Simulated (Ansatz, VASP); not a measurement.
## Two plane-wave programs on KMgF3

Contents of INCAR:

```
ALGO = Normal
EDIFF = 1E-6
ENCUT = 520
GGA = PE
ISIF = 2
ISMEAR = 0
LASPH = T
LCHARG = T
LELF = T
LREAL = F
LVHAR = T
LWAVE = F
NBANDS = 24
NELM = 100
PREC = Accurate
SIGMA = 0.05
```

The input KPOINTS:

```
k-points
0
Gamma
  6 6 6
```

File POSCAR:

```
KMgF3
1.0
    3.9859000000      0.0249118750      0.0000000000
    0.0249118750      3.9859000000      0.0000000000
    0.0000000000      0.0000000000      3.9859000000
K Mg F
1 1 3
Direct
    0.5000000000      0.5000000000      0.5000000000
    0.0000000000      0.0000000000      0.0000000000
    0.5000000000      0.0000000000      0.0000000000
    0.0000000000      0.5000000000      0.0000000000
    0.0000000000      0.0000000000      0.5000000000
```

Input for Ansatz:

```yaml
crystal:
  lattice:
    - [3.9859, 0.024911875, 0.0]
    - [0.024911875, 3.9859, 0.0]
    - [0.0, 0.0, 3.9859]
  atoms:
    - { symbol: K, position: [0.5, 0.5, 0.5] }
    - { symbol: Mg, position: [0.0, 0.0, 0.0] }
    - { symbol: F, position: [0.5, 0.0, 0.0] }
    - { symbol: F, position: [0.0, 0.5, 0.0] }
    - { symbol: F, position: [0.0, 0.0, 0.5] }
basis:
  ecutwfc: 420
kpoints:
  mp_grid: { grid: [6, 6, 6] }
hamiltonian:
  xc: pbe
scf:
  occupations: { method: gaussian, width: 0.05 }
output:
  forces: true
  stress: true
  eigenvalues: true
```

Change from the starting cell: strain +0.0125 x Voigt [0, 0, 0, 0, 0, 1], atoms carried along.

Alike in both runs: task single point; functional PBE; k mesh 6 × 6 × 6; occupations gaussian, width 0.05 eV; no spin polarisation.

|  | VASP | Ansatz |
| --- | --- | --- |
| version | VASP 6.6.1 | Ansatz 0.2.0 |
| potentials or method | VASP PAW PBE potentials, release 64 (K_sv, Mg, F) | scalar-relativistic, plane waves, PAW |
| plane-wave cutoff (eV) | 520 | 420 |
| valence electrons in the cell | 32 | 40 |

Ansatz gave:

| Quantity | Value |
| --- | --- |
| gap on the k mesh at the Fermi level (eV) | 7.33 |
| least direct gap on the mesh (eV) | 7.63 |
| pressure (GPa) | 3.8 |
| largest component of the traceless stress (GPa) | 0.60 |

Problem. What did VASP give for the same quantities?

Solution. gap on the k mesh at the Fermi level (eV): 7.30; least direct gap on the mesh (eV): 7.60; pressure (GPa): 3.4; largest component of the traceless stress (GPa): 0.61.

The two sets of potentials don't hold the same shells in valence.

A k mesh can miss the band edges.
